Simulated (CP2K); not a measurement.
Crystal: Ir.

```xyz
1
Lattice="2.7091 0.0000 0.0000 1.3545 2.3461 0.0000 1.3545 0.7820 2.2119" Properties=species:S:1:pos:R:3 pbc="T T T"
Ir    0.0000    0.0000    0.0000
```

Base run:

| Item | Value |
| --- | --- |
| Program | CP2K 2026.2 |
| Functional | PBE |
| Potentials or basis | POTENTIAL_UZH Ir GTH-PBE0-q17; DZVP-MOLOPT-SR-GTH basis |
| Density cutoff | 6123 eV |
| k mesh | 12 × 12 × 12 |
| Occupations | fermi-dirac, width 0.05 eV |
| Spin | no spin polarisation |

Its results: band gap on the k mesh none (metal or under the smearing width); pressure 11.4 GPa.

Problem. The run is repeated on the same cell with these changes: potentials or basis from POTENTIAL_UZH Ir GTH-PBE0-q17; DZVP-MOLOPT-SR-GTH basis to GTH_POTENTIALS Ir GTH-PBE-q17; DZVP-MOLOPT-SR-GTH basis; potentials from Ir GTH-PBE0-q17 of POTENTIAL_UZH to Ir GTH-PBE-q17 of GTH_POTENTIALS. What comes out?

Solution. Band gap on the k mesh none (metal or under the smearing width); pressure 9.0 GPa.

Caveats: spin-orbit coupling is left out, which moves the levels of the heavy elements; the basis of atomic orbitals isn't converged, which shifts pressures, moduli and gaps.
